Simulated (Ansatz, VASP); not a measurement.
# NaH: VASP beside Ansatz

The input INCAR:

```
PREC     = Accurate       # precision mode
ENCUT    = 520            # plane-wave cutoff, eV
EDIFF    = 1E-6           # SCF threshold, eV
ISMEAR   = 0              # smearing method
SIGMA    = 0.01           # smearing width, eV
LREAL    = False          # projectors in reciprocal space
LASPH    = True           # aspherical terms in the spheres
NELM     = 100            # most SCF steps
ALGO     = Normal         # electronic algorithm
ISIF     = 2              # what is computed and relaxed
LWAVE    = False          # write WAVECAR
LCHARG   = False          # write CHGCAR
GGA      = PE             # functional
NBANDS   = 11             # bands
```

The input KPOINTS:

```
regular mesh
0
Gamma
  8 8 8
```

POSCAR

```
NaH
1.0
    0.0000000000      2.6354944962      2.6354944962
    2.6354944962      0.0000000000      2.6354944962
    2.6354944962      2.6354944962      0.0000000000
Na H
1 1
Direct
    0.0000000000      0.0000000000      0.0000000000
    0.2500000000      0.2500000000      0.2500000000
```

Input for Ansatz:

```yaml
crystal:
  lattice:
    - [0.0, 2.6354944962, 2.6354944962]
    - [2.6354944962, 0.0, 2.6354944962]
    - [2.6354944962, 2.6354944962, 0.0]
  atoms:
    - { symbol: Na, position: [0.0, 0.0, 0.0] }
    - { symbol: H, position: [0.25, 0.25, 0.25] }
kpoints:
  mp_grid: { grid: [8, 8, 8] }
hamiltonian:
  xc: pbe
scf:
  occupations: { method: fixed }
  n_extra_bands: 4
output:
  forces: true
  stress: true
  eigenvalues: true
```

Alike in both runs: task single point; functional PBE; k mesh 8 × 8 × 8; no spin polarisation.

|  | VASP | Ansatz |
| --- | --- | --- |
| version | VASP 6.6.1 | Ansatz 0.2.0 |
| potentials or method | VASP PAW PBE potentials, release 64 (Na_pv, H) | plane waves, PAW |
| plane-wave cutoff (eV) | 520 | 420 |
| occupations | gaussian, width 0.01 eV | fixed |
| valence electrons in the cell | 8 | 10 |

```csv
,VASP,Ansatz,Ansatz less VASP
gap on the k mesh at the Fermi level (eV),3.58,3.58,+0.002
pressure (GPa),-0.5,-0.5,+0.03
```

The two sets of potentials don't hold the same shells in valence.

A k mesh can miss the band edges. As with any semilocal functional, this PBE gap is likely too small.
